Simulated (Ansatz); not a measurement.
One change: `BNC(C)=O` becomes `CC(C)=O`.

Ansatz, PBE0-D4/def2-TZVP geometries, multiplicity 1. 

```
                             property  `BNC(C)=O`
    LUMO energy (PBE/def2-TZVPP) / eV       -2.19
 HOMO–LUMO gap (PBE0/def2-TZVPP) / eV        6.64
   HOMO energy (PBE0/def2-TZVPP) / eV       -7.80
    HOMO energy (PBE/def2-TZVPP) / eV       -6.17
LUMO energy (ωB97M-V/def2-TZVPP) / eV        0.86
HOMO–LUMO gap (B3LYP/def2-TZVPP) / eV        6.15
```

**Question.** Give the same properties after the change, and the shifts. (Best estimate.)

**Answer.** Ansatz gave: 
```
                             property  `CC(C)=O`  shift
    LUMO energy (PBE/def2-TZVPP) / eV      -1.51   0.68
 HOMO–LUMO gap (PBE0/def2-TZVPP) / eV       6.90   0.26
   HOMO energy (PBE0/def2-TZVPP) / eV      -7.22   0.58
    HOMO energy (PBE/def2-TZVPP) / eV      -5.60   0.57
LUMO energy (ωB97M-V/def2-TZVPP) / eV       1.98   1.12
HOMO–LUMO gap (B3LYP/def2-TZVPP) / eV       6.38   0.23
```

With PBE0 the HOMO rises by 0.58 eV and the LUMO rises by 0.83 eV, so the gap widens by about 0.25 eV. PBE moves the HOMO by 0.57 eV and ωB97M-V by 0.60 eV.

B3LYP here is the variant with VWN-RPA as its local correlation; programs differ in this.

Positive LUMOs are unbound, so they and the gaps depend on the basis.
